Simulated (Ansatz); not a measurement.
Geometry optimisation in Ansatz: input, command and trajectory.

```yaml
crystal:
  lattice:
    - [4.5484769875, 4.5484769875, 4.5484769875]
    - [-4.5484769875, 4.5484769875, -4.5484769875]
    - [-4.5484769875, -4.5484769875, 4.5484769875]
  atoms:
    - { symbol: Ga, position: [0.5, 0.75, 0.75] }
    - { symbol: Ga, position: [0.5, 0.5, 0.0] }
    - { symbol: Ga, position: [0.75, 0.5, 0.75] }
    - { symbol: Ga, position: [0.5, 0.25, 0.25] }
    - { symbol: Ga, position: [0.75, 0.25, 0.0] }
    - { symbol: Ga, position: [0.0, 0.25, 0.75] }
    - { symbol: Ga, position: [0.5, 0.0, 0.5] }
    - { symbol: Ga, position: [0.75, 0.0, 0.25] }
    - { symbol: Ga, position: [0.0, 0.0, 0.0] }
    - { symbol: Ga, position: [0.25, 0.0, 0.75] }
    - { symbol: Ga, position: [0.75, 0.75, 0.5] }
    - { symbol: Ga, position: [0.0, 0.75, 0.25] }
    - { symbol: Ga, position: [0.25, 0.75, 0.0] }
    - { symbol: Ga, position: [0.0, 0.5, 0.5] }
    - { symbol: Ga, position: [0.25, 0.5, 0.25] }
    - { symbol: Ga, position: [0.25, 0.25, 0.5] }
    - { symbol: Ga, position: [0.75, 0.0, 0.0] }
    - { symbol: "N", position: [0.75, 0.75, 0.25] }
    - { symbol: "N", position: [0.0, 0.75, 0.0] }
    - { symbol: "N", position: [0.75, 0.5, 0.5] }
    - { symbol: "N", position: [0.0, 0.5, 0.25] }
    - { symbol: "N", position: [0.25, 0.5, 0.0] }
    - { symbol: "N", position: [0.75, 0.25, 0.75] }
    - { symbol: "N", position: [0.0, 0.25, 0.5] }
    - { symbol: "N", position: [0.25, 0.25, 0.25] }
    - { symbol: "N", position: [0.5, 0.25, 0.0] }
    - { symbol: "N", position: [0.0, 0.0, 0.75] }
    - { symbol: "N", position: [0.25, 0.0, 0.5] }
    - { symbol: "N", position: [0.5, 0.0, 0.25] }
    - { symbol: "N", position: [0.25, 0.75, 0.75] }
    - { symbol: "N", position: [0.5, 0.75, 0.5] }
    - { symbol: "N", position: [0.5, 0.5, 0.75] }
  host:
    lattice:
      - [0.0, 2.2742384937, 2.2742384937]
      - [2.2742384937, 0.0, 2.2742384937]
      - [2.2742384937, 2.2742384937, 0.0]
    atoms:
      - { symbol: Ga, position: [0.0, 0.0, 0.0] }
      - { symbol: "N", position: [0.75, 0.75, 0.75] }
basis:
  ecutwfc: 420
  xc_grid: 2
kpoints:
  mp_grid: { grid: [2, 2, 2], shift: [0.5, 0.5, 0.5] }
hamiltonian:
  xc: pbe
scf:
  occupations: { method: gaussian, width: 0.01 }
output:
  forces: true
  stress: false
  eigenvalues: true
  charged_corrections:
    defect_position: [0.75, 0.0, 0.0]
    epsilon: [[10.9988, 0.0, 0.0], [0.0, 10.9988, 0.0], [0.0, 0.0, 10.9988]]
relax:
  adjacent_minimum: "off"
  f_tol: 0.025
  max_steps: 45
```

```bash
ansatz run input.yaml --threads 4 --pin off --max-ram 6144MiB --backend cpu --events-out ev --progress --plain --runs-dir out
```

Computed with DFT PBE, scalar-relativistic, plane waves, PAW in Ansatz.

The cell holds a point defect: Ga on a N site (c), neutral.

Of 5 frames 5 are shown, positions in Å and forces in eV/Å; the SCF threshold varies from step to step.

```xyz
32
Lattice="4.5485 4.5485 4.5485 -4.5485 4.5485 -4.5485 -4.5485 -4.5485 4.5485" Properties=species:S:1:pos:R:3:forces:R:3 pbc="T T T" step=1 free_energy_over_end_meV_per_atom=129.30
Ga   -4.5485    2.2742    2.2742    4.3730   -4.3730   -4.3730
Ga    0.0000    4.5485    0.0000   -0.0488    0.0277   -0.0488
Ga   -2.2742    2.2742    4.5485   -0.0277    0.0488   -0.0488
Ga    0.0000    2.2742    2.2742    0.0277    0.0488    0.0488
Ga    2.2742    4.5485    2.2742   -4.3730    4.3730   -4.3730
Ga   -4.5485   -2.2742    2.2742   -0.0488   -0.0277    0.0488
Ga    0.0000    0.0000    4.5485   -0.0488   -0.0488    0.0277
Ga    2.2742    2.2742    4.5485   -4.3730   -4.3730    4.3730
Ga    0.0000    0.0000    0.0000    4.3730    4.3730    4.3730
Ga   -2.2742   -2.2742    4.5485    0.0488    0.0488    0.0277
Ga   -2.2742    4.5485    2.2742   -0.0277   -0.0488    0.0488
Ga   -4.5485    2.2742   -2.2742   -0.0488    0.0488   -0.0277
Ga   -2.2742    4.5485   -2.2742    0.0488    0.0277    0.0488
Ga   -4.5485    0.0000    0.0000    0.0277   -0.0488   -0.0488
Ga   -2.2742    2.2742    0.0000    0.0488   -0.0277   -0.0488
Ga   -2.2742    0.0000    2.2742    0.0488   -0.0488   -0.0277
Ga    3.4114    3.4114    3.4114    0.0000    0.0000    0.0000
N    -1.1371    5.6856    1.1371    0.0252   -0.3928    0.3928
N    -3.4114    3.4114   -3.4114    0.3928   -0.0252    0.3928
N    -1.1371    3.4114    3.4114    0.0000    0.0000    0.0000
N    -3.4114    1.1371   -1.1371   -0.3928    0.3928    0.0252
N    -1.1371    3.4114   -1.1371    0.0000    0.0000    0.0000
N    -1.1371    1.1371    5.6856    0.0252    0.3928   -0.3928
N    -3.4114   -1.1371    1.1371   -0.3928    0.0252    0.3928
N    -1.1371    1.1371    1.1371   -0.0252    0.3928    0.3928
N     1.1371    3.4114    1.1371   -0.3928   -0.0252   -0.3928
N    -3.4114   -3.4114    3.4114    0.3928    0.3928   -0.0252
N    -1.1371   -1.1371    3.4114    0.0000    0.0000    0.0000
N     1.1371    1.1371    3.4114   -0.3928   -0.3928   -0.0252
N    -5.6856    1.1371    1.1371   -0.0252   -0.3928   -0.3928
N    -3.4114    3.4114    1.1371    0.3928    0.0252   -0.3928
N    -3.4114    1.1371    3.4114    0.3928   -0.3928    0.0252
32
Lattice="4.5485 4.5485 4.5485 -4.5485 4.5485 -4.5485 -4.5485 -4.5485 4.5485" Properties=species:S:1:pos:R:3:forces:R:3 pbc="T T T" step=2 free_energy_over_end_meV_per_atom=13.68
Ga   -4.4354    2.1612    2.1612    0.9873   -0.9873   -0.9873
Ga   -0.0125    4.5535   -0.0125   -0.2168   -0.0536   -0.2168
Ga   -2.2793    2.2868    4.5360    0.0536    0.2168   -0.2168
Ga    0.0051    2.2868    2.2868   -0.0536    0.2168    0.2168
Ga    2.1612    4.6615    2.1612   -0.9873    0.9873   -0.9873
Ga   -4.5610   -2.2793    2.2868   -0.2168    0.0536    0.2168
Ga   -0.0125   -0.0125    4.5535   -0.2168   -0.2168   -0.0536
Ga    2.1612    2.1612    4.6615   -0.9873   -0.9873    0.9873
Ga    0.1130    0.1130    0.1130    0.9873    0.9873    0.9873
Ga   -2.2617   -2.2617    4.5535    0.2168    0.2168   -0.0536
Ga   -2.2793    4.5360    2.2868    0.0536   -0.2168    0.2168
Ga   -4.5610    2.2868   -2.2793   -0.2168    0.2168    0.0536
Ga   -2.2617    4.5535   -2.2617    0.2168   -0.0536    0.2168
Ga   -4.5434   -0.0125   -0.0125   -0.0536   -0.2168   -0.2168
Ga   -2.2617    2.2692   -0.0125    0.2168    0.0536   -0.2168
Ga   -2.2617   -0.0125    2.2692    0.2168   -0.2168    0.0536
Ga    3.4114    3.4114    3.4114    0.0000    0.0000    0.0000
N    -1.1322    5.6491    1.1736    0.0044   -0.1725    0.1725
N    -3.3748    3.4065   -3.3748    0.1725   -0.0044    0.1725
N    -1.1371    3.4114    3.4114    0.0000    0.0000    0.0000
N    -3.4479    1.1736   -1.1322   -0.1725    0.1725    0.0044
N    -1.1371    3.4114   -1.1371    0.0000    0.0000    0.0000
N    -1.1322    1.1736    5.6491    0.0044    0.1725   -0.1725
N    -3.4479   -1.1322    1.1736   -0.1725    0.0044    0.1725
N    -1.1420    1.1736    1.1736   -0.0044    0.1725    0.1725
N     1.1006    3.4065    1.1006   -0.1725   -0.0044   -0.1725
N    -3.3748   -3.3748    3.4065    0.1725    0.1725   -0.0044
N    -1.1371   -1.1371    3.4114    0.0000    0.0000    0.0000
N     1.1006    1.1006    3.4065   -0.1725   -0.1725   -0.0044
N    -5.6905    1.1006    1.1006   -0.0044   -0.1725   -0.1725
N    -3.3748    3.4162    1.1006    0.1725    0.0044   -0.1725
N    -3.3748    1.1006    3.4162    0.1725   -0.1725    0.0044
32
Lattice="4.5485 4.5485 4.5485 -4.5485 4.5485 -4.5485 -4.5485 -4.5485 4.5485" Properties=species:S:1:pos:R:3:forces:R:3 pbc="T T T" step=3 free_energy_over_end_meV_per_atom=1.16
Ga   -4.3947    2.1205    2.1205    0.2734   -0.2734   -0.2734
Ga   -0.0291    4.5615   -0.0291   -0.0982   -0.0154   -0.0982
Ga   -2.2872    2.3033    4.5194    0.0154    0.0982   -0.0982
Ga    0.0130    2.3033    2.3033   -0.0154    0.0982    0.0982
Ga    2.1205    4.7023    2.1205   -0.2734    0.2734   -0.2734
Ga   -4.5775   -2.2872    2.3033   -0.0982    0.0154    0.0982
Ga   -0.0291   -0.0291    4.5615   -0.0982   -0.0982   -0.0154
Ga    2.1205    2.1205    4.7023   -0.2734   -0.2734    0.2734
Ga    0.1538    0.1538    0.1538    0.2734    0.2734    0.2734
Ga   -2.2452   -2.2452    4.5615    0.0982    0.0982   -0.0154
Ga   -2.2872    4.5194    2.3033    0.0154   -0.0982    0.0982
Ga   -4.5775    2.3033   -2.2872   -0.0982    0.0982    0.0154
Ga   -2.2452    4.5615   -2.2452    0.0982   -0.0154    0.0982
Ga   -4.5355   -0.0291   -0.0291   -0.0154   -0.0982   -0.0982
Ga   -2.2452    2.2612   -0.0291    0.0982    0.0154   -0.0982
Ga   -2.2452   -0.0291    2.2612    0.0982   -0.0982    0.0154
Ga    3.4114    3.4114    3.4114    0.0000    0.0000    0.0000
N    -1.1399    5.6288    1.1939    0.0549   -0.0032    0.0032
N    -3.3546    3.4141   -3.3546    0.0032   -0.0549    0.0032
N    -1.1371    3.4114    3.4114    0.0000    0.0000    0.0000
N    -3.4681    1.1939   -1.1399   -0.0032    0.0032    0.0549
N    -1.1371    3.4114   -1.1371    0.0000    0.0000    0.0000
N    -1.1399    1.1939    5.6288    0.0549    0.0032   -0.0032
N    -3.4681   -1.1399    1.1939   -0.0032    0.0549    0.0032
N    -1.1343    1.1939    1.1939   -0.0549    0.0032    0.0032
N     1.0803    3.4141    1.0803   -0.0032   -0.0549   -0.0032
N    -3.3546   -3.3546    3.4141    0.0032    0.0032   -0.0549
N    -1.1371   -1.1371    3.4114    0.0000    0.0000    0.0000
N     1.0803    1.0803    3.4141   -0.0032   -0.0032   -0.0549
N    -5.6828    1.0803    1.0803   -0.0549   -0.0032   -0.0032
N    -3.3546    3.4086    1.0803    0.0032    0.0549   -0.0032
N    -3.3546    1.0803    3.4086    0.0032   -0.0032    0.0549
32
Lattice="4.5485 4.5485 4.5485 -4.5485 4.5485 -4.5485 -4.5485 -4.5485 4.5485" Properties=species:S:1:pos:R:3:forces:R:3 pbc="T T T" step=4 free_energy_over_end_meV_per_atom=0.02
Ga   -4.3753    2.1011    2.1011   -0.0393    0.0393    0.0393
Ga   -0.0359    4.5618   -0.0359   -0.0106    0.0241   -0.0106
Ga   -2.2876    2.3101    4.5126   -0.0241    0.0106   -0.0106
Ga    0.0133    2.3101    2.3101    0.0241    0.0106    0.0106
Ga    2.1011    4.7216    2.1011    0.0393   -0.0393    0.0393
Ga   -4.5844   -2.2876    2.3101   -0.0106   -0.0241    0.0106
Ga   -0.0359   -0.0359    4.5618   -0.0106   -0.0106    0.0241
Ga    2.1011    2.1011    4.7216    0.0393    0.0393   -0.0393
Ga    0.1732    0.1732    0.1732   -0.0393   -0.0393   -0.0393
Ga   -2.2383   -2.2383    4.5618    0.0106    0.0106    0.0241
Ga   -2.2876    4.5126    2.3101   -0.0241   -0.0106    0.0106
Ga   -4.5844    2.3101   -2.2876   -0.0106    0.0106   -0.0241
Ga   -2.2383    4.5618   -2.2383    0.0106    0.0241    0.0106
Ga   -4.5351   -0.0359   -0.0359    0.0241   -0.0106   -0.0106
Ga   -2.2383    2.2609   -0.0359    0.0106   -0.0241   -0.0106
Ga   -2.2383   -0.0359    2.2609    0.0106   -0.0106   -0.0241
Ga    3.4114    3.4114    3.4114    0.0000    0.0000    0.0000
N    -1.1382    5.6233    1.1994    0.0076   -0.0010    0.0010
N    -3.3491    3.4124   -3.3491    0.0010   -0.0076    0.0010
N    -1.1371    3.4114    3.4114    0.0000    0.0000    0.0000
N    -3.4736    1.1994   -1.1382   -0.0010    0.0010    0.0076
N    -1.1371    3.4114   -1.1371    0.0000    0.0000    0.0000
N    -1.1382    1.1994    5.6233    0.0076    0.0010   -0.0010
N    -3.4736   -1.1382    1.1994   -0.0010    0.0076    0.0010
N    -1.1360    1.1994    1.1994   -0.0076    0.0010    0.0010
N     1.0749    3.4124    1.0749   -0.0010   -0.0076   -0.0010
N    -3.3491   -3.3491    3.4124    0.0010    0.0010   -0.0076
N    -1.1371   -1.1371    3.4114    0.0000    0.0000    0.0000
N     1.0749    1.0749    3.4124   -0.0010   -0.0010   -0.0076
N    -5.6845    1.0749    1.0749   -0.0076   -0.0010   -0.0010
N    -3.3491    3.4103    1.0749    0.0010    0.0076   -0.0010
N    -3.3491    1.0749    3.4103    0.0010   -0.0010    0.0076
32
Lattice="4.5485 4.5485 4.5485 -4.5485 4.5485 -4.5485 -4.5485 -4.5485 4.5485" Properties=species:S:1:pos:R:3:forces:R:3 pbc="T T T" step=5 free_energy_over_end_meV_per_atom=0.00
Ga   -4.3773    2.1030    2.1030   -0.0006    0.0006    0.0006
Ga   -0.0363    4.5633   -0.0363   -0.0015    0.0031   -0.0015
Ga   -2.2890    2.3106    4.5122   -0.0031    0.0015   -0.0015
Ga    0.0148    2.3106    2.3106    0.0031    0.0015    0.0015
Ga    2.1030    4.7197    2.1030    0.0006   -0.0006    0.0006
Ga   -4.5848   -2.2890    2.3106   -0.0015   -0.0031    0.0015
Ga   -0.0363   -0.0363    4.5633   -0.0015   -0.0015    0.0031
Ga    2.1030    2.1030    4.7197    0.0006    0.0006   -0.0006
Ga    0.1712    0.1712    0.1712   -0.0006   -0.0006   -0.0006
Ga   -2.2379   -2.2379    4.5633    0.0015    0.0015    0.0031
Ga   -2.2890    4.5122    2.3106   -0.0031   -0.0015    0.0015
Ga   -4.5848    2.3106   -2.2890   -0.0015    0.0015   -0.0031
Ga   -2.2379    4.5633   -2.2379    0.0015    0.0031    0.0015
Ga   -4.5337   -0.0363   -0.0363    0.0031   -0.0015   -0.0015
Ga   -2.2379    2.2595   -0.0363    0.0015   -0.0031   -0.0015
Ga   -2.2379   -0.0363    2.2595    0.0015   -0.0015   -0.0031
Ga    3.4114    3.4114    3.4114    0.0000    0.0000    0.0000
N    -1.1386    5.6234    1.1993    0.0011    0.0006   -0.0006
N    -3.3492    3.4129   -3.3492   -0.0006   -0.0011   -0.0006
N    -1.1371    3.4114    3.4114    0.0000    0.0000    0.0000
N    -3.4736    1.1993   -1.1386    0.0006   -0.0006    0.0011
N    -1.1371    3.4114   -1.1371    0.0000    0.0000    0.0000
N    -1.1386    1.1993    5.6234    0.0011   -0.0006    0.0006
N    -3.4736   -1.1386    1.1993    0.0006    0.0011   -0.0006
N    -1.1356    1.1993    1.1993   -0.0011   -0.0006   -0.0006
N     1.0749    3.4129    1.0749    0.0006   -0.0011    0.0006
N    -3.3492   -3.3492    3.4129   -0.0006   -0.0006   -0.0011
N    -1.1371   -1.1371    3.4114    0.0000    0.0000    0.0000
N     1.0749    1.0749    3.4129    0.0006    0.0006   -0.0011
N    -5.6841    1.0749    1.0749   -0.0011    0.0006    0.0006
N    -3.3492    3.4098    1.0749   -0.0006    0.0011    0.0006
N    -3.3492    1.0749    3.4098   -0.0006    0.0006    0.0011
```

Spin polarisation was left out, and a magnetic state may lie lower.